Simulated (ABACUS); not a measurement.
# AgBr under changes of volume

One of the cells (23.644 Å³/atom); the others are scaled copies at fixed shape and fractional positions:

```
Ag Br
1.0
     0.00000    2.87015    2.87015
     2.87015    0.00000    2.87015
     2.87015    2.87015    0.00000
Ag Br
1 1
Direct
  0.00000 0.00000 0.00000
  0.50000 0.50000 0.50000
```

```yaml
Program: ABACUS 3.10.1
Functional: PBEsol
Potentials_or_basis: PseudoDojo NC SR 0.4.1 PBEsol standard
Cutoff: 1116 eV
Density_cutoff: 4463 eV
Basis: plane waves
k_mesh: 8 × 8 × 8
Occupations: fermi-dirac, width 0.05 eV
Spin: no spin polarisation
```

```tsv
volume (Å³/atom)	energy over the lowest point (meV/atom)	pressure (GPa)	gap on the mesh (eV)
22.225	2.72	1.5	0.50
22.698	0.00	0.3	0.50
23.171	0.62	-0.8	0.50
23.644	4.17	-1.7	0.50
24.116	?	?	?
24.589	18.61	-3.2	0.52
25.062	28.91	-3.9	0.52
```

Q: What does the run at 24.116 Å³/atom give?

A: Energy over the lowest point 10.28 meV/atom; pressure -2.5 GPa; gap on the mesh 0.51 eV.

Worked out: A Birch-Murnaghan fit of order 3 (a polynomial in V^(-2/3)) to the other rows has its minimum at 22.84 Å³/atom with B0 = V·E''(V) = 52 GPa and B' = 5.4. It gives 10.26 meV/atom at 24.116 Å³/atom, against the run's 10.28, and -dE/dV = -2.5 GPa, against -2.5. A parabola through the other rows of the gap, of slope 0.293 eV per unit of ln V there, gives 0.51 eV, against the run's 0.51.

Energies are extrapolated to zero smearing.

A mesh can miss the band edges. Spin-orbit coupling on Ag, Br is left out.
